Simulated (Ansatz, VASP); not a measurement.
One calculation of AlN, two programs

POSCAR

```
AlN
1.0
    0.0000000000      2.2065103310      2.2065103310
    2.2065103310      0.0000000000      2.2065103310
    2.2065103310      2.2065103310      0.0000000000
Al N
1 1
Direct
    0.0000000000      0.0000000000      0.0000000000
    0.7500000000      0.7500000000      0.7500000000
```

Contents of INCAR.step1:

```
  PREC = Accurate
  ENCUT = 520
  ISMEAR = 0
  SIGMA = 0.01
  LREAL = F
  LASPH = T
  NELM = 100
  NBANDS = 11
  GGA = PE
  ALGO = Normal
  EDIFF = 1E-4
  LWAVE = T
  LCHARG = F
```

Contents of INCAR.step2:

```
  PREC = Accurate
  ENCUT = 520
  EDIFF = 1E-6
  ISMEAR = 0
  SIGMA = 0.01
  LREAL = F
  LASPH = T
  NELM = 100
  ALGO = Normal
  ISIF = 2
  LWAVE = F
  LCHARG = F
  METAGGA = R2SCAN
  LMIXTAU = T
  NBANDS = 11
  ISTART = 1
```

File KPOINTS:

```
Automatic mesh
0
Gamma
  8 8 8
```

Input for Ansatz:

```yaml
crystal:
  lattice:
    - [0.0, 2.206510331, 2.206510331]
    - [2.206510331, 0.0, 2.206510331]
    - [2.206510331, 2.206510331, 0.0]
  atoms:
    - { symbol: Al, position: [0.0, 0.0, 0.0] }
    - { symbol: "N", position: [0.75, 0.75, 0.75] }
kpoints:
  mp_grid: { grid: [8, 8, 8] }
hamiltonian:
  xc: r2scan
scf:
  occupations: { method: fixed }
  n_extra_bands: 4
output:
  forces: true
  stress: true
  eigenvalues: true
```

Alike in both runs: task single point; functional r2SCAN; k mesh 8 × 8 × 8; no spin polarisation.

|  | VASP | Ansatz |
| --- | --- | --- |
| version | VASP 6.6.1 | Ansatz 0.2.0 |
| potentials or method | VASP PAW PBE potentials, release 64 (Al, N) | plane waves, PAW |
| plane-wave cutoff (eV) | 520 | 500 |
| occupations | gaussian, width 0.01 eV | fixed |
| valence electrons in the cell | 8 | 8 |

Ansatz gave:

- gap on the k mesh at the Fermi level (eV): 3.92
- pressure (GPa): -5.9

Problem. Estimate VASP's values.

Solution. gap on the k mesh at the Fermi level (eV): 3.91; pressure (GPa): -6.3.

Caveats: the PAW data sets were made with another functional, which shifts forces and pressure a little (VASP). r2SCAN opens gaps a little over a GGA but as a rule still falls short of measured ones. A k mesh can miss the band edges.
